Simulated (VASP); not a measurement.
# Zr (Pm-3m) in VASP: notebook, part 2 of 2

VASP 6.6.1. The steps go on from the part before.

## 4. Single point, RPBE

This run uses another cell than the first one, of 27.50 Å³/atom, 1.080 times its volume.

File INCAR:

```
SYSTEM = Zr
PREC = Accurate
ENCUT = 520
EDIFF = 1E-7
ISMEAR = -1
SIGMA = 0.1
LREAL = .FALSE.
LASPH = .TRUE.
NELM = 100
ALGO = Fast
ISIF = 2
LWAVE = .FALSE.
LCHARG = .TRUE.
GGA = RP
LELF = .TRUE.
LVHAR = .TRUE.
NBANDS = 12
```

File KPOINTS:

```
regular mesh
0
G
  12 12 12
  0 0 0
```

File POSCAR:

```
Zr
1.0
    3.0183330877      0.0000000000      0.0000000000
    0.0000000000      3.0183330877      0.0000000000
    0.0000000000      0.0000000000      3.0183330877
Zr
1
Direct
    0.0000000000      0.0000000000      0.0000000000
```

Potentials or basis: VASP PAW PBE potentials, release 64 (Zr_sv).

The run is started by

```bash
cat potpaw_PBE.64/Zr_sv/POTCAR > POTCAR
mpirun -np 1 vasp_std > vasp.out
```

OUTCAR:

```text
SYSTEM = Zr
   PREC = Accurate
   ENCUT = 520
   EDIFF = 1E-7
   ISMEAR = -1
   LREAL = .FALSE.
   LASPH = .TRUE.
   NELM = 100
   ISIF = 2
   GGA = RP

 ion  position               nearest neighbor table
   1  0.000  0.000  0.000-

  LATTYP: Found a simple cubic cell.
 ALAT       =     3.0183330877

  Lattice vectors:

 A1 = (   3.0183330877,   0.0000000000,   0.0000000000)
 A2 = (   0.0000000000,   3.0183330877,   0.0000000000)
 A3 = (   0.0000000000,   0.0000000000,   3.0183330877)

Analysis of symmetry for initial positions (statically):
=====================================================================
 Subroutine PRICEL returns:
 Original cell was already a primitive cell.

 Routine SETGRP: Setting up the symmetry group for a
 simple cubic supercell.

 Subroutine GETGRP returns: Found 48 space group operations
 (whereof 48 operations were pure point group operations)
 out of a pool of 48 trial point group operations.

The static configuration has the point symmetry O_h .

Analysis of symmetry for dynamics (positions and initial velocities):
[... 169 lines left out ...]
      2     -19.3762      2.00000
      3     -19.3762      2.00000
      4     -19.3762      2.00000
      5       2.1913      2.00000
      6       5.6054      2.00000
      7       5.6054      2.00000
      8      11.9633      0.00000
      9      11.9633      0.00000
     10      11.9634      0.00000
     11      18.9845      0.00000
     12      18.9845      0.00000
[... 331 lines left out ...]
 k-point    24 :       0.4167    0.3333    0.0000
  band No.  band energies     occupation
      1     -41.6412      2.00000
      2     -20.1011      2.00000
      3     -19.9332      2.00000
      4     -19.2480      2.00000
      5       5.0591      2.00000
      6       6.3327      1.99819
      7       9.3155      0.00000
      8       9.9018      0.00000
      9      10.3702      0.00000
     10      10.4299      0.00000
     11      14.7806      0.00000
     12      18.5650      0.00000

 [... further k-points ...]

------------------------ aborting loop because EDIFF is reached ----------------------------------------

  FORCE on cell =-STRESS in cart. coord.  units (eV):
  Direction    XX          YY          ZZ          XY          YZ          ZX
  --------------------------------------------------------------------------------------
  -------------------------------------------------------------------------------------
  Total       -0.6725333     -0.6725333     -0.6725333     -0.0000000     -0.0000000     -0.0000000
  in kB      -39.1852705    -39.1852705    -39.1852705     -0.0000000     -0.0000000     -0.0000000
  external PRESSURE =     -39.1852705 kB  Pullay stress =       0.0000000 kB

 VOLUME and BASIS-vectors are now :
 -----------------------------------------------------------------------------
  energy-cutoff  :      520.00
  volume of cell :       27.50
      direct lattice vectors                 reciprocal lattice vectors
     3.018333088  0.000000000  0.000000000     0.331308696  0.000000000  0.000000000
     0.000000000  3.018333088  0.000000000     0.000000000  0.331308696  0.000000000
     0.000000000  0.000000000  3.018333088     0.000000000  0.000000000  0.331308696

 POSITION                                       TOTAL-FORCE (eV/Angst)
 -----------------------------------------------------------------------------------
      0.00000      0.00000      0.00000         0.000000      0.000000      0.000000
 -----------------------------------------------------------------------------------
    total drift:                               -0.000000     -0.000000      0.000000

  FREE ENERGIE OF THE ION-ELECTRON SYSTEM (eV)
  ---------------------------------------------------
  free  energy   TOTEN  =        -7.2078557395 eV

  energy  without entropy=       -7.1337591254  energy(sigma->0) =       -7.17080743
```

OSZICAR:

```text
N       E                     dE             d eps       ncg     rms          rms(c)
DAV:   1     0.896774822607E+02    0.89677E+02   -0.67799E+03  2016   0.979E+02
DAV:   2    -0.413120158154E+01   -0.93809E+02   -0.91099E+02  2328   0.263E+02
DAV:   3    -0.739437857833E+01   -0.32632E+01   -0.31922E+01  3032   0.414E+01
[... 13 lines left out ...]
RMM:  17    -0.720785438613E+01   -0.24836E-05   -0.66430E-06  2792   0.215E-02    0.443E-03
RMM:  18    -0.720785516311E+01   -0.77698E-06   -0.31120E-06  2476   0.108E-02    0.102E-03
RMM:  19    -0.720785557857E+01   -0.41546E-06   -0.18019E-06  1875   0.670E-03    0.443E-04
RMM:  20    -0.720785564703E+01   -0.68454E-07   -0.11326E-06  1537   0.447E-03    0.229E-04
RMM:  21    -0.720785573953E+01   -0.92509E-07   -0.71841E-07  1338   0.326E-03
   1 F= -.72078557E+01 E0= -.71708074E+01  d E =-.740966E-01
```

stdout:

```text
POSCAR found type information on POSCAR Zr
 POSCAR found :  1 types and       1 ions
 scaLAPACK will be used
 -----------------------------------------------------------------------------
|                                                                             |
|                                                                             |
|     You enforced a specific xc type in the INCAR file but a different       |
|     I HOPE YOU KNOW WHAT YOU ARE DOING!                                     |
|                                                                             |
 -----------------------------------------------------------------------------

 LDA part: xc-table for (Slater+PW92), standard interpolation
 POSCAR, INCAR and KPOINTS ok, starting setup
 FFT: planning ... GRIDC
 FFT: planning ... GRID_SOFT
 FFT: planning ... GRID
 WAVECAR not read
 entering main loop
WARNING in EDDRMM: call to ZHEGV failed, returncode =   6  3      5
WARNING in EDDRMM: call to ZHEGV failed, returncode =   6  3     10
WARNING in EDDRMM: call to ZHEGV failed, returncode =   8  4     12
WARNING in EDDRMM: call to ZHEGV failed, returncode =   6  3      8
WARNING in EDDRMM: call to ZHEGV failed, returncode =   6  3      5
WARNING in EDDRMM: call to ZHEGV failed, returncode =   6  3      6
```

It took 12 s on 1 thread of Intel Xeon 6975P-C (Granite Rapids), shared host; peak memory 0.15 GiB.

Results:

| Quantity | Value |
| --- | --- |
| Free energy | -7.2079 eV |
| Pressure | -3.9 GPa |
| Band gap on the k mesh | none (metal or under the smearing width) |

Caveat: the PAW data sets were made with another functional, which shifts forces and pressure a little.

## 5. Summary

| cell | k mesh | gap on the mesh (eV) | pressure (GPa) |
| --- | --- | --- | --- |
| Pm-3m, 25.46 Å³/atom | 17 × 17 × 17 | none | 0.2 |
| Pm-3m, 22.41 Å³/atom | 12 × 12 × 12 | none | 10.3 |
| Pm-3m, 27.5 Å³/atom | 12 × 12 × 12 | none | -3.9 |

Alike in all rows: task single point; level RPBE; potentials or basis VASP PAW PBE potentials, release 64 (Zr_sv); no spin polarisation; cutoff (eV) 520; smearing fermi-dirac 0.1 eV.

Every run on the cell as given and a fine mesh finds a metal.

Caveats: the PAW data sets were made with another functional, which shifts forces and pressure a little.

Absolute energies hang on the potentials; compare differences alone.
